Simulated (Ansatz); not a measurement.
CuAu under changes of volume

One of the cells (14.556 Å³/atom); the others are scaled copies at fixed shape and fractional positions:

```
Au Cu
1.0
     2.81075    0.00000    0.00000
     0.00000    2.81075    0.00000
     0.00000    0.00000    3.68500
Au Cu
1 1
Direct
  0.00000 0.00000 0.00000
  0.50000 0.50000 0.50000
```

- Program: Ansatz 0.2.0
- Functional: PBEsol
- Potentials or basis: all-electron LAPW, scalar-relativistic
- Cutoff: 271 eV (chosen from the basis error)
- Basis error allowed: 0.001 eV/atom
- k mesh: 9 × 9 × 7
- Occupations: fermi-dirac, width 0.05 eV
- Spin: no spin polarisation

| volume (Å³/atom) | energy over the lowest point (meV/atom) | pressure (GPa) |
| --- | --- | --- |
| 13.683 | 11.14 | 7.2 |
| 13.974 | 1.97 | 3.0 |
| 14.265 | 0.00 | -0.7 |
| 14.556 | 4.35 | -4.0 |
| 14.847 | 14.23 | -6.8 |
| 15.139 | ? | ? |
| 15.430 | 47.84 | -11.4 |

Task: What does the run at 15.139 Å³/atom give?

Result: Energy over the lowest point 28.93 meV/atom; pressure -9.3 GPa.

Worked out: A Birch-Murnaghan fit of order 3 (a polynomial in V^(-2/3)) to the other rows has its minimum at 14.20 Å³/atom with B0 = V·E''(V) = 174 GPa and B' = 5.6 at fixed shape and positions, which overstates the stiffness. It gives 28.96 meV/atom at 15.139 Å³/atom, against the run's 28.93, and -dE/dV = -9.3 GPa, against -9.3.

Energies are extrapolated to zero smearing.
